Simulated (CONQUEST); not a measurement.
The system is PbSe (Clausthalite).

```xyz
4
Lattice="4.3284 0.0000 0.0000 0.0000 4.3284 0.0000 0.0000 0.0000 6.1213" Properties=species:S:1:pos:R:3 pbc="T T T"
Pb    2.1499    2.1662    3.0441
Pb    4.3141    0.0020    6.1047
Se    2.1393    2.1709    0.0094
Se    4.3035    0.0067    3.0701
```

The cell isn't the ideal one: atoms moved at random, drawn with an rms of 0.05 Å.

Base run:

```yaml
Program: CONQUEST 1.3
Functional: PBE
Potentials_or_basis: PseudoDojo NC PBE, DZP, grid cutoff 120 Ha
k_mesh: 6 × 6 × 5
Occupations: fermi-dirac, width 0.05 eV
Spin: no spin polarisation
```

Its results: band gap on the k mesh 0.81 eV; pressure 2.9 GPa; largest force 0.052 eV/Å.

**Question.** The run is repeated on the same cell with these changes: potentials or basis from PseudoDojo NC PBE, DZP, grid cutoff 120 Ha to PseudoDojo NC PBE, SZP, grid cutoff 120 Ha. What comes out?

**Answer.** Band gap on the k mesh 0.98 eV; pressure 3.5 GPa; largest force 0.075 eV/Å.

Caveats: spin-orbit coupling is left out, which as a rule narrows the gap of such compounds by several tenths of an eV; an odd mesh through Γ misses points on the zone boundary, where band edges often lie; the basis of atomic orbitals isn't converged, which shifts pressures, moduli and gaps; the box holds several primitive cells, so bands are folded and the points are those of the box's own zone (some runs); the atomic basis is small (some runs).
